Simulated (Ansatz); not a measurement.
**Point defect: H interstitial in ZnO**

Theory: Ansatz 0.2.0, DFT PBE, scalar-relativistic, plane waves, PAW. Run with 420 eV cutoff, 2×2×2 k-mesh, shifted by half a step, Gaussian smearing of 0.01 eV, collinear spin in charge 0 alone.

Host crystal, relaxed:

```xyz
4
Lattice="3.2794 0.0000 0.0000 -1.6397 2.8400 0.0000 0.0000 0.0000 5.2932" Properties=species:S:1:pos:R:3 pbc="T T T"
Zn    1.6397    0.9467    2.6498
Zn    0.0000    1.8934    0.0032
O     1.6397    0.9467    4.6565
O     0.0000    1.8934    2.0099
```

Supercell of 36 atoms, rows in host cell vectors: -1 1 1; -1 -2 1; 2 1 1. Atoms relax at the host's cell from a start displaced at random by 0.06 Å near the defect, so other minima may exist. The cell is small, so energies carry finite-size errors of tenths of an eV. The host's Kohn–Sham gap is 0.74 eV. Atoms are taken from and returned to the elements' standard states. Charged cells are corrected for image charges with the computed static dielectric tensor (mean 10.9) and aligned with the host's potential at far atoms (alignment terms reach 0.08 eV). No band-filling term is added, and the Fermi level counts from the host's valence band top.

Defect: H interstitial set at (0.000, 0.000, 0.458) of the host cell. In charges +1, 0, -1 some atom moved by up to 1.0 Å, so the relaxed defect can differ in kind from the start. Before relaxation its nearest neighbours are 3 Zn at 1.91 Å, 3 O at 1.94 Å.

| charge | E_f at the valence band top (eV) | over the neutral state (eV) | moment (μB) | largest move (Å) | atoms near the site |
| --- | --- | --- | --- | --- | --- |
| +1 | -0.52 | -2.85 | 0.00 | 0.96 | 1 O at 0.99 Å |
| 0 | 2.33 | 0.00 | 1.00 | 0.80 | 3 Zn at 1.94 Å, 3 O at 2.33 Å, 3 O at 2.38 Å |
| -1 | 3.62 | 1.29 | 0.00 | 0.81 | 2 Zn at 1.85 Å, 1 Zn at 1.86 Å, 3 O at 2.40 Å |

Among the charges computed the stable one is +1 at the valence band top and stays so across the gap. In charge -1 the extra carrier would gain by moving to a band edge of the host, so it isn't bound in the gap. Other sites of the defect weren't tried.